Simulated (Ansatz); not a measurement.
# Vibrational response of Ti at 22 GPa

Method: Ansatz 0.2.0, DFT PBE, scalar-relativistic, plane waves, PAW. Plane waves to 420 eV; Γ-centred k mesh 18×18×10; Fermi-Dirac smearing of 0.15 eV. No spin polarisation. Phonons by linear response, acoustic sum rule imposed.

The cell, relaxed at 22 GPa:
```
CELL_PARAMETERS angstrom
2.78999 0.00000 0.00000
-1.39500 2.41621 0.00000
0.00000 0.00000 4.44423
ATOMIC_POSITIONS crystal
Ti 0.33333 0.66667 0.25000
Ti 0.66667 0.33333 0.75000
```

In a metal, frequencies and elastic constants depend on the k mesh and the smearing, soft modes and shear constants most. Other phases may be more stable at this pressure.

(1) Is this structure stable against zone-centre distortions?

(2) List the optical modes at Γ (i marks imaginary ones).

## Answers

(1) Yes, at Γ: no optical mode is imaginary. Strains and other wave vectors aren't tested by this run.

(2)
```json
{"frequency (meV)": "12.3", "degeneracy": "2"}
{"frequency (meV)": "35.1", "degeneracy": "1"}
```

Cost: 1 run of about 1 core-minutes, on Intel Xeon Platinum 8375C (Ice Lake) (shared hosts).